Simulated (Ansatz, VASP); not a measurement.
Se in VASP and in Ansatz

```xyz
1
Lattice="-1.3106 1.3106 3.8992 1.3106 -1.3106 3.8992 1.3106 1.3106 -3.8992" Properties=species:S:1:pos:R:3 pbc="T T T"
Se    0.0000    0.0000    0.0000
```

Alike in both runs: functional r2SCAN; k mesh 8 × 8 × 8; occupations gaussian, width 0.1 eV; no spin polarisation.

Ansatz relaxed the structure, and its values are those at the end. VASP's run is a single point on that final structure, the one shown.

|  | VASP | Ansatz |
| --- | --- | --- |
| version | VASP 6.6.1 | Ansatz 0.2.0 |
| potentials or method | VASP PAW PBE potentials, release 64 (Se) | scalar-relativistic, plane waves, PAW |
| plane-wave cutoff (eV) | 520 | 500 |
| valence electrons in the cell | 6 | 16 |

```csv
,VASP,Ansatz,Ansatz less VASP
gap on the k mesh at the Fermi level (eV),none,none,-
pressure (GPa),0.0,0.0,+0.04
```

A gap of «none» marks a metal or a gap that the smearing closes. The two sets of potentials don't hold the same shells in valence.

Caveats: the k mesh is coarse (spacing up to 0.42 Å⁻¹), so the values aren't converged; the PAW data sets were made with another functional, which shifts forces and pressure a little (VASP).
